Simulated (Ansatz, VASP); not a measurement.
# Two plane-wave programs on Cd

```
Cd
1.0
     1.60803    0.92840    2.44929
    -1.60803    0.92840    2.44929
     0.00000   -1.85679    2.44929
Cd
1
Direct
  0.00000 0.00000 0.00000
```

This isn't the form of Cd at room conditions, which is hcp.

Alike in both runs: task relaxation of cell and atoms; functional PBE; k mesh 18 × 18 × 18; occupations gaussian, width 0.1 eV; no spin polarisation.

|  | VASP | Ansatz |
| --- | --- | --- |
| version | VASP 6.6.1 | Ansatz 0.2.0 |
| potentials or method | VASP PAW PBE potentials, release 64 (Cd) | scalar-relativistic, plane waves, PAW |
| plane-wave cutoff (eV) | 600 | 420 |
| valence electrons in the cell | 12 | 20 |

|  | VASP | Ansatz | Ansatz less VASP |
| --- | --- | --- | --- |
| gap on the k mesh at the Fermi level, each at its own relaxed structure (eV) | none | none | - |
| relaxed volume (Å³/atom) | 22.97 | 23.06 | +0.089 |
| relaxed cell length with the largest relative difference (Å) | 3.122 | 3.080 | -0.0417 |
| energy change over the relaxation (meV/atom) | -7 | -7 | -0.3 |

A gap of «none» marks a metal or a gap that the smearing closes. The two sets of potentials don't hold the same shells in valence.
